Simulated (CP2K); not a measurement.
Ni:

```
Ni
1.0
     2.45730    0.00000    0.00000
     1.22865    2.12808    0.00000
     1.22865    0.70936    2.00638
Ni
1
Direct
  0.00000 0.00000 0.00000
```

Base run:

| Item | Value |
| --- | --- |
| Program | CP2K 2026.2 |
| Functional | PBEsol |
| Potentials or basis | GTH_POTENTIALS Ni GTH-PBE-q18; TZVP-MOLOPT-SR-GTH basis |
| Density cutoff | 8163 eV |
| k mesh | 13 × 13 × 13 |
| Occupations | fermi-dirac, width 0.1 eV |
| Spin | collinear spin, ferromagnetic start |
| Starting moments | [1.0] μB |

Its results: band gap on the k mesh none (metal or under the smearing width); pressure -1.7 GPa; net moment 0.64 μB per cell; site moments Ni +0.64 μB.

Problem. The run is repeated on the same cell with these changes: functional from PBEsol to PBE; occupations from fermi-dirac, width 0.1 eV to fermi-dirac, width 0.05 eV. What comes out?

Solution. Band gap on the k mesh none (metal or under the smearing width); pressure 8.9 GPa; net moment 0.64 μB per cell; site moments Ni +0.64 μB.

Caveats: the basis of atomic orbitals isn't converged, which shifts pressures, moduli and gaps; the potentials were made for another functional, which shifts forces and pressure (some runs).

Not every run made on this cell is shown here.
